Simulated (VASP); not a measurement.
# CdS (Fm-3m) in VASP: further runs

One crystal, CdS, is run at these levels: PBEsol; tasks: single point.

Program: VASP 6.6.1. These are calculated values, not measurements. Logs are shortened: lines on timing, memory, paths and dates and some standing lists are left out, and cuts for length are marked.

### Step 1. The crystal as given

The structure is cubic, space group Fm-3m (No. 225). Conventional cell: a = 5.506 Å, b = 5.506 Å, c = 5.506 Å, α = 90.00°, β = 90.00°, γ = 90.00°. Around Cd (site symmetry m-3m) lie 6 S at 2.75 Å. Around S (site symmetry m-3m) lie 6 Cd at 2.75 Å.

Measurements of this composition are mostly on another form, of space group No. 186.

### Step 2. Single point, PBEsol

INCAR reads:

```
SYSTEM = CdS
PREC = Accurate
ENCUT = 520
EDIFF = 1E-7
ISMEAR = 0
SIGMA = 0.1
LREAL = .FALSE.
LASPH = .TRUE.
NELM = 60
ALGO = Normal
ISIF = 2
LWAVE = .FALSE.
LCHARG = .FALSE.
GGA = PS
NBANDS = 16
```

KPOINTS reads:

```
Automatic mesh
0
G
  6 6 6
  0 0 0
```

POSCAR reads:

```
CdS
1.0
    0.0000000000      2.7532440000      2.7532440000
    2.7532440000      0.0000000000      2.7532440000
    2.7532440000      2.7532440000      0.0000000000
Cd S
1 1
Direct
    0.0000000000      0.0000000000      0.0000000000
    0.5000000000      0.5000000000      0.5000000000
```

Potentials or basis: VASP PAW PBE potentials, release 64 (Cd, S).

Run with:

```
cat potpaw_PBE.64/Cd/POTCAR potpaw_PBE.64/S/POTCAR > POTCAR
mpirun -np 1 vasp_std > vasp.out
```

OUTCAR:

```text
SYSTEM = CdS
   PREC = Accurate
   ENCUT = 520
   EDIFF = 1E-7
   ISMEAR = 0
   LREAL = .FALSE.
   LASPH = .TRUE.
   NELM = 60
   ISIF = 2
   GGA = PS

 ion  position               nearest neighbor table
   1  0.000  0.000  0.000-   2 2.75   2 2.75   2 2.75   2 2.75   2 2.75   2 2.75
   2  0.500  0.500  0.500-   1 2.75   1 2.75   1 2.75   1 2.75   1 2.75   1 2.75

  LATTYP: Found a face centered cubic cell.
 ALAT       =     5.5064880000

  Lattice vectors:

 A1 = (   0.0000000000,   2.7532440000,   2.7532440000)
 A2 = (   2.7532440000,   0.0000000000,   2.7532440000)
 A3 = (   2.7532440000,   2.7532440000,   0.0000000000)

Analysis of symmetry for initial positions (statically):
=====================================================================
 Subroutine PRICEL returns:
 Original cell was already a primitive cell.

 Routine SETGRP: Setting up the symmetry group for a
 face centered cubic supercell.

 Subroutine GETGRP returns: Found 48 space group operations
 (whereof 48 operations were pure point group operations)
 out of a pool of 48 trial point group operations.

The static configuration has the point symmetry O_h .

Analysis of symmetry for dynamics (positions and initial velocities):
=====================================================================
 Subroutine PRICEL returns:
 Original cell was already a primitive cell.

 Routine SETGRP: Setting up the symmetry group for a
 face centered cubic supercell.

 Subroutine GETGRP returns: Found 48 space group operations
 (whereof 48 operations were pure point group operations)
 out of a pool of 48 trial point group operations.

The dynamic configuration has the point symmetry O_h .

 Subroutine INISYM returns: Found 48 space group operations
 (whereof 48 operations are pure point group operations),
 and found     1 'primitive' translations

----------------------------------------------------------------------------------------

                                     Primitive cell

  volume of cell :      41.7411

  direct lattice vectors                    reciprocal lattice vectors
     0.000000000  2.753244000  2.753244000    -0.181603955  0.181603955  0.181603955
     2.753244000  0.000000000  2.753244000     0.181603955 -0.181603955  0.181603955
     2.753244000  2.753244000  0.000000000     0.181603955  0.181603955 -0.181603955

  length of vectors
     3.893675005  3.893675005  3.893675005     0.314547277  0.314547277  0.314547277

  position of ions in fractional coordinates (direct lattice)
     0.000000000  0.000000000  0.000000000
     0.500000000  0.500000000  0.500000000

  ion indices of the primitive-cell ions
   primitive index   ion index
                 1           1
                 2           2

----------------------------------------------------------------------------------------

 KPOINTS: Automatic mesh

Automatic generation of k-mesh.
 Grid dimensions read from file:
 generate k-points for:    6    6    6

 Generating k-lattice:

  Cartesian coordinates                     Fractional coordinates (reciprocal lattice)
    -0.030267326  0.030267326  0.030267326     0.166666667  0.000000000  0.000000000
     0.030267326 -0.030267326  0.030267326     0.000000000  0.166666667  0.000000000
     0.030267326  0.030267326 -0.030267326     0.000000000  0.000000000  0.166666667

  Length of vectors
     0.052424546  0.052424546  0.052424546

  Shift w.r.t. Gamma in fractional coordinates (k-lattice)
     0.000000000  0.000000000  0.000000000

 Subroutine IBZKPT returns following result:
 ===========================================

 Found     16 irreducible k-points:

 Following reciprocal coordinates:
            Coordinates               Weight
  0.000000  0.000000  0.000000      1.000000
  0.166667  0.000000  0.000000      8.000000
  0.333333  0.000000  0.000000      8.000000
  0.500000  0.000000  0.000000      4.000000
  0.166667  0.166667  0.000000      6.000000
  0.333333  0.166667  0.000000     24.000000
[... 8 lines left out ...]
 -0.333333  0.333333  0.166667     24.000000
 -0.333333  0.500000  0.166667     12.000000
   k-points           NKPTS =     16   k-points in BZ     NKDIM =     16   number of bands    NBANDS=     16
   number of dos      NEDOS =    301   number of ions     NIONS =      2
   total plane-waves  NPLWV =  27000
   dimension x,y,z NGX =    30 NGY =   30 NGZ =   30
   dimension x,y,z NGXF=    60 NGYF=   60 NGZF=   60
   ions per type =               1   1
   NGX,Y,Z   is equivalent  to a cutoff of  12.81, 12.81, 12.81 a.u.
   NGXF,Y,Z  is equivalent  to a cutoff of  25.62, 25.62, 25.62 a.u.
 SYSTEM =  CdS
   PREC   = accura    normal or accurate (medium, high low for compatibility)
   ISTART =      0    job   : 0-new  1-cont  2-samecut
   ICHARG =      2    charge: 1-file 2-atom 10-const
   ISPIN  =      1    spin polarized calculation?
   LNONCOLLINEAR =      F non collinear calculations
   LSORBIT =      F    spin-orbit coupling
   LASPH  =      T    aspherical Exc in radial PAW
   ENCUT  =  520.0 eV  38.22 Ry    6.18 a.u.   7.24  7.24  7.24*2*pi/ulx,y,z
   NELM   =     60;   NELMIN=  2; NELMDL= -5     # of ELM steps
   EDIFF  = 0.1E-06   stopping-criterion for ELM
   LREAL  =      F    real-space projection
   EDIFFG = 0.1E-05   stopping-criterion for IOM
   NSW    =      0    number of steps for IOM
   IBRION =     -1    ionic relax: 0-MD 1-quasi-New 2-CG
   NFREE  =      0    steps in history (QN), initial steepest desc. (CG)
   ISIF   =      2    stress and relaxation
   ISYM   =      2    0-nonsym 1-usesym 2-fastsym
   POTIM  = 0.5000    time-step for ionic-motion
   TEBEG  =    0.0;   TEEND  =   0.0 temperature during run
   PSTRESS=    0.0 pullay stress
   NELECT =      18.0000    total number of electrons
   NUPDOWN=      -1.0000    fix difference up-down
   EMIN   =  10.00;   EMAX   =-10.00  energy-range for DOS
   EFERMI =   0.00;   METHOD = LEGACY
   ISMEAR =     0;   SIGMA  =   0.10  broadening in eV -4-tet -1-fermi 0-gaus
   EFERMI_NEDOS =   21; number of points for ismear=-14 and -15
   IALGO  =     38    algorithm
   IMIX   =      4    mixing-type and parameters
     AMIX     =   0.40;   BMIX     =  1.00
     AMIX_MAG =   1.60;   BMIX_MAG =  1.00
  volume/ion in A,a.u.               =      20.87       140.84
  Fermi-wavevector in a.u.,A,eV,Ry     =   1.236833  2.337275 20.813583  1.529755
  Thomas-Fermi vector in A             =   2.371425
   LORBIT       =      0    0 simple, 1 ext, 2 COOP (PROOUT), +10 PAW based schemes
   GGA     = PS    functional components
   LHFCALC =     F    Hartree Fock is set to
   AEXX    =    0.0000 exact exchange contribution
   IVDW    =     0    specifies the selected vdW correction
   LEPSILON=     F    determine dielectric tensor
   LRPA    =     F    only Hartree local field effects (RPA)
 non-spin polarized calculation
 Gauss-broadening in eV      SIGMA  =   0.10
  energy-cutoff  :      520.00
  volume of cell :       41.74
 maximum number of plane-waves:      1158
 NGX is ok and might be reduce to    30
   NGX = 15   NGY = 15   NGZ = 15

 number of electron      18.0000005 magnetization

 Free energy of the ion-electron system (eV)
  ---------------------------------------------------
  ext. energy  EPLUGINS =         0.00000000
  ---------------------------------------------------
  free energy    TOTEN  =        -6.61231289 eV

  energy without entropy =       -6.61041885  energy(sigma->0) =       -6.61136587

 E-fermi :   2.7128     XC(G=0): -10.5078

 val. band max:        2.6156967186   @ k =   0.5000   0.0000   0.0000
 cond. band min:       2.7495071229   @ k =   0.5000   0.5000   0.0000
 fundamental gap:      0.1338104042
 Fermi energy:         2.7127788925

 k-point     1 :       0.0000    0.0000    0.0000
  band No.  band energies     occupation
      1     -10.0678      2.00000
      2      -4.9377      2.00000
      3      -4.9377      2.00000
      4      -4.9357      2.00000
      5      -4.9357      2.00000
      6      -4.9357      2.00000
[... 8 lines left out ...]
     15      13.7952      0.00000
     16      13.7952      0.00000

 k-point     2 :       0.1667    0.0000    0.0000
  band No.  band energies     occupation
      1      -9.8392      2.00000
      2      -5.0141      2.00000
      3      -5.0141      2.00000
      4      -4.9627      2.00000
      5      -4.8872      2.00000
      6      -4.8872      2.00000
[... 8 lines left out ...]
     15      12.8269      0.00000
     16      13.3492      0.00000

 k-point     3 :       0.3333    0.0000    0.0000
  band No.  band energies     occupation
      1      -9.2965      2.00000
      2      -5.1603      2.00000
      3      -5.1603      2.00000
      4      -5.0709      2.00000
      5      -4.7875      2.00000
      6      -4.7875      2.00000
[... 8 lines left out ...]
     15      14.1824      0.00000
     16      14.1824      0.00000

 k-point     4 :       0.5000    0.0000    0.0000
  band No.  band energies     occupation
      1      -8.9578      2.00000
      2      -5.2303      2.00000
      3      -5.2303      2.00000
      4      -5.1852      2.00000
      5      -4.7365      2.00000
      6      -4.7365      2.00000
[... 8 lines left out ...]
     15      15.5694      0.00000
     16      15.5694      0.00000

 k-point     5 :       0.1667    0.1667    0.0000
  band No.  band energies     occupation
      1      -9.7835      2.00000
      2      -5.0749      2.00000
      3      -4.9742      2.00000
      4      -4.9112      2.00000
      5      -4.8860      2.00000
      6      -4.8860      2.00000
[... 8 lines left out ...]
     15      15.1017      0.00000
     16      15.6555      0.00000

 k-point     6 :       0.3333    0.1667    0.0000
  band No.  band energies     occupation
      1      -9.4004      2.00000
      2      -5.1154      2.00000
      3      -5.0106      2.00000
      4      -5.0040      2.00000
      5      -4.8144      2.00000
      6      -4.7757      2.00000
[... 8 lines left out ...]
     15      15.2828      0.00000
     16      15.5790      0.00000

 k-point     7 :       0.5000    0.1667    0.0000
  band No.  band energies     occupation
      1      -9.0215      2.00000
      2      -5.1375      2.00000
      3      -5.0870      2.00000
      4      -5.0558      2.00000
      5      -4.7255      2.00000
      6      -4.7229      2.00000
[... 8 lines left out ...]
     15      15.8370      0.00000
     16      16.5673      0.00000

 k-point     8 :      -0.3333    0.1667    0.0000
  band No.  band energies     occupation
      1      -9.0922      2.00000
      2      -5.1874      2.00000
      3      -5.1454      2.00000
      4      -4.9963      2.00000
      5      -4.7773      2.00000
      6      -4.7004      2.00000
[... 8 lines left out ...]
     15      15.1233      0.00000
     16      16.2732      0.00000

 k-point     9 :      -0.1667    0.1667    0.0000
  band No.  band energies     occupation
      1      -9.5246      2.00000
      2      -5.1235      2.00000
      3      -5.0756      2.00000
      4      -4.9745      2.00000
      5      -4.8617      2.00000
      6      -4.7840      2.00000
[... 8 lines left out ...]
     15      14.9079      0.00000
     16      15.1635      0.00000

 k-point    10 :       0.3333    0.3333    0.0000
  band No.  band energies     occupation
      1      -9.3142      2.00000
      2      -5.0513      2.00000
      3      -4.8579      2.00000
      4      -4.8243      2.00000
      5      -4.7560      2.00000
      6      -4.7560      2.00000
[... 8 lines left out ...]
     15      16.0862      0.00000
     16      18.0178      0.00000

 k-point    11 :       0.5000    0.3333    0.0000
  band No.  band energies     occupation
      1      -9.1309      2.00000
      2      -5.0554      2.00000
      3      -4.9353      2.00000
      4      -4.7772      2.00000
      5      -4.6976      2.00000
      6      -4.3925      2.00000
[... 8 lines left out ...]
     15      16.5736      0.00000
     16      17.5965      0.00000

 k-point    12 :      -0.3333    0.3333    0.0000
  band No.  band energies     occupation
      1      -9.0138      2.00000
      2      -5.0855      2.00000
      3      -5.0507      2.00000
      4      -4.8734      2.00000
      5      -4.7297      2.00000
      6      -4.4625      2.00000
[... 8 lines left out ...]
     15      14.6838      0.00000
     16      18.0653      0.00000

 k-point    13 :       0.5000    0.5000    0.0000
  band No.  band energies     occupation
      1      -9.1786      2.00000
      2      -5.0898      2.00000
      3      -4.8312      2.00000
      4      -4.6721      2.00000
      5      -4.6721      2.00000
      6      -4.0256      2.00000
[... 8 lines left out ...]
     15      16.9695      0.00000
     16      17.2428      0.00000

 k-point    14 :       0.5000    0.3333    0.1667
  band No.  band energies     occupation
      1      -9.1447      2.00000
      2      -5.0620      2.00000
      3      -5.0020      2.00000
      4      -4.9830      2.00000
      5      -4.7530      2.00000
      6      -4.6314      2.00000
[... 8 lines left out ...]
     15      16.4821      0.00000
     16      17.5154      0.00000

 k-point    15 :      -0.3333    0.3333    0.1667
  band No.  band energies     occupation
      1      -9.0138      2.00000
      2      -5.1165      2.00000
      3      -4.9684      2.00000
      4      -4.9408      2.00000
      5      -4.7076      2.00000
      6      -4.4654      2.00000
[... 8 lines left out ...]
     15      15.1207      0.00000
     16      17.2068      0.00000

 k-point    16 :      -0.3333    0.5000    0.1667
  band No.  band energies     occupation
      1      -9.0701      2.00000
      2      -5.0210      2.00000
      3      -5.0010      2.00000
      4      -4.8212      2.00000
      5      -4.6720      2.00000
      6      -4.1692      2.00000
[... 8 lines left out ...]
     15      16.2397      0.00000
     16      17.2341      0.00000

------------------------ aborting loop because EDIFF is reached ----------------------------------------

  FORCE on cell =-STRESS in cart. coord.  units (eV):
  Direction    XX          YY          ZZ          XY          YZ          ZX
  --------------------------------------------------------------------------------------
  -------------------------------------------------------------------------------------
  Total       -1.0245137     -1.0245137     -1.0245137      0.0000000     -0.0000000      0.0000000
  in kB      -39.3245958    -39.3245958    -39.3245958      0.0000000     -0.0000000      0.0000000
  external PRESSURE =     -39.3245958 kB  Pullay stress =       0.0000000 kB

 VOLUME and BASIS-vectors are now :
 -----------------------------------------------------------------------------
  energy-cutoff  :      520.00
  volume of cell :       41.74
      direct lattice vectors                 reciprocal lattice vectors
     0.000000000  2.753244000  2.753244000    -0.181603955  0.181603955  0.181603955
     2.753244000  0.000000000  2.753244000     0.181603955 -0.181603955  0.181603955
     2.753244000  2.753244000  0.000000000     0.181603955  0.181603955 -0.181603955

 POSITION                                       TOTAL-FORCE (eV/Angst)
 -----------------------------------------------------------------------------------
      0.00000      0.00000      0.00000         0.000000     -0.000000      0.000000
      2.75324      2.75324      2.75324        -0.000000      0.000000     -0.000000
 -----------------------------------------------------------------------------------
    total drift:                               -0.000000      0.000000      0.000000

  FREE ENERGIE OF THE ION-ELECTRON SYSTEM (eV)
  ---------------------------------------------------
  free  energy   TOTEN  =        -6.6123128944 eV

  energy  without entropy=       -6.6104188453  energy(sigma->0) =       -6.61136587
```

Wall time 16 s (1 thread of AMD EPYC 7R43 (Zen 3), shared host); peak memory 0.13 GiB.

What came out:

```
Free energy            : -6.6123 eV
Pressure               : -3.9 GPa
Band gap on the k mesh : 0.13 eV, indirect (least direct gap 1.42 eV)
```

Caveat: the PAW data sets were made with another functional, which shifts forces and pressure a little. As with any semilocal functional, this PBEsol gap is likely too small.

### Step 3. Single point, PBEsol (strained and moved within a subgroup)

INCAR reads:

```
SYSTEM = CdS
PREC = Accurate
ENCUT = 520
EDIFF = 1E-6
ISMEAR = 0
SIGMA = 0.05
LREAL = .FALSE.
LASPH = .TRUE.
NELM = 100
ALGO = Fast
ISIF = 2
LWAVE = .FALSE.
LCHARG = .FALSE.
GGA = PS
NBANDS = 16
```

KPOINTS reads:

```
regular mesh
0
G
  12 12 12
  0 0 0
```

POSCAR reads:

```
CdS
1.0
    0.2202595200      2.5862597514      2.5862597514
    2.8065192714      0.0000000000      2.8065192714
    2.8065192714      2.8065192714      0.0000000000
Cd S
1 1
Direct
    0.0000000000      0.0000000000      0.0000000000
    0.5000000000      0.5000000000      0.5000000000
```

Potentials or basis: VASP PAW PBE potentials, release 64 (Cd, S).

Run with:

```
cat potpaw_PBE.64/Cd/POTCAR potpaw_PBE.64/S/POTCAR > POTCAR
mpirun -np 1 vasp_std > vasp.out
```

Wall time 99 s (1 thread of Intel Xeon Platinum 8259CL at 2.50GHz (Skylake/Cascade Lake), shared host); peak memory 0.25 GiB.

Results (log left out):

* Free energy: -6.5664 eV
* Pressure: 1.0 GPa
* Band gap on the k mesh: none (metal or under the smearing width)

Stress tensor (GPa, compression positive):
```
 0.97 -2.47 -2.47
-2.47  0.97  2.47
-2.47  2.47  0.97
```

Levels at points of the mesh, in eV from the Fermi level:
| k point | band 7 | band 8 | band 9 | band 10 | band 11 | band 12 |
| --- | --- | --- | --- | --- | --- | --- |
| (0.00, 0.00, 0.00) | -1.33 | -1.33 | -0.45 | 0.64 | 8.37 | 8.37 |
| (0.50, 0.00, 0.00) | -4.75 | -0.48 | -0.48 | 2.39 | 4.66 | 4.66 |
| (0.00, 0.50, 0.00) | -5.50 | -0.18 | -0.01 | 3.23 | 5.46 | 6.66 |
| (0.50, 0.50, 0.00) | -4.83 | -3.02 | -2.03 | -0.12 | 5.77 | 9.22 |

Caveat: the PAW data sets were made with another functional, which shifts forces and pressure a little.

(Continued in part 2 of 2.)
